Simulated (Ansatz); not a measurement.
# Ta2C: the cost of one run

Computed with Ansatz 0.2.0 (DFT r2SCAN, scalar-relativistic, plane waves, PAW, unless a step's input says otherwise).

3 further runs of the same task are left out: 1 that didn't finish, 2 set aside as unsound or not needed.

## Step 1: The starting structure

The structure is trigonal, space group P-3m1 (No. 164). Conventional cell: a = 3.110 Å, b = 3.110 Å, c = 4.942 Å, α = 90.00°, β = 90.00°, γ = 120.00°. Ta (site symmetry 3m) is surrounded by 3 C at 2.19 Å. C (site symmetry -3m) has 6 Ta at 2.19 Å as nearest neighbours.

Structure file:

```
CELL_PARAMETERS angstrom
3.11016 0.00000 0.00000
-1.55508 2.69348 0.00000
0.00000 0.00000 4.94230
ATOMIC_POSITIONS crystal
Ta 0.33333 0.66667 0.25356
Ta 0.66667 0.33333 0.74644
C 0.00000 0.00000 0.00000
```

It is the result of an earlier relaxation at this level (volume 13.80 Å³/atom; gap on the mesh: none (metal)).

## Step 2: Electronic structure at the relaxed geometry

Contents of input.yaml:

```yaml
crystal:
  lattice:
    - [3.1101644563, 0.0, 0.0]
    - [-1.5550822281, 2.6934814291, 0.0]
    - [0.0, 0.0, 4.9422989465]
  atoms:
    - { symbol: Ta, position: [0.3333333333, 0.6666666667, 0.2535635792] }
    - { symbol: Ta, position: [0.6666666667, 0.3333333333, 0.7464364208] }
    - { symbol: C, position: [0.0, 0.0, 0.0] }
basis:
  ecutwfc: 500
kpoints:
  mp_grid: { grid: [18, 18, 8] }
  band_path:
    path:
      - [[0.0, 0.0, 0.0], [0.5, 0.0, 0.0], [0.33333333, 0.33333333, 0.0], [0.0, 0.0, 0.0], [0.0, 0.0, 0.5], [0.5, 0.0, 0.5], [0.33333333, 0.33333333, 0.5], [0.0, 0.0, 0.5]]
      - [[0.5, 0.0, 0.5], [0.5, 0.0, 0.0]]
      - [[0.33333333, 0.33333333, 0.5], [0.33333333, 0.33333333, 0.0]]
    npoints: 14
hamiltonian:
  xc: r2scan
scf:
  occupations: { method: gaussian, width: 0.1 }
  n_extra_bands: 7
output:
  forces: true
  stress: true
  eigenvalues: true
  populations: true
  dos: { projected: true, de: 0.02, nscf_kmesh: { grid: [27, 27, 12] } }
  bader: true
```

Launch:

```sh
$ ansatz run input.yaml --threads 1 --pin off --max-ram 2560MiB --backend cpu --events-out ev --progress --plain --runs-dir out
```

**Question.** How long does this run take on 1 thread of Intel Xeon at 2.70GHz, shared host, and how much memory does it need?

About 2 min, with a peak of 0.86 GiB.
